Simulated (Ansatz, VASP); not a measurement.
**Two plane-wave programs on CoO**

```xyz
2
Lattice="2.5191 0.0000 0.0000 0.0000 2.5705 0.0000 0.0000 0.0000 2.5705" Properties=species:S:1:pos:R:3 pbc="T T T"
Co    0.0000    0.0000    0.0000
O     1.2596    1.2853    1.2853
```

Change from the starting cell: strain = -0.02.

Alike in both runs: task relaxation of the atoms; functional PBE; k mesh 7 × 7 × 7; occupations fermi-dirac, width 0.05 eV; collinear spin, ferromagnetic start.

|  | VASP | Ansatz |
| --- | --- | --- |
| version | VASP 6.6.1 | Ansatz 0.2.0 |
| potentials or method | VASP PAW PBE potentials, release 64 (Co, O) | Ansatz PAW |
| plane-wave cutoff (eV) | 520 | 420 |
| valence electrons in the cell | 15 | 23 |

Ansatz gave:

| Property | Result |
| --- | --- |
| gap on the k mesh at the Fermi level, each at its own relaxed structure (eV) | none |
| net moment per atom (μB) | 1.50 |
| size of the moment on the site where the two differ most (μB) | 0.48 |

Question: What did VASP give for the same quantities?

Answer: gap on the k mesh at the Fermi level, each at its own relaxed structure (eV): none; net moment per atom (μB): 1.50; size of the moment on the site where the two differ most (μB): 0.46.

Site moments also hang on the region over which each program counts them. A gap of «none» marks a metal or a gap that the smearing closes. The two sets of potentials don't hold the same shells in valence.

Caveats: the relaxation stopped at its first step, so nothing moved; a cell with one magnetic atom can't hold antiferromagnetic order, which such compounds often take; semilocal functionals often make such compounds metallic where correlation or magnetic order opens a gap, which also shifts bond lengths.
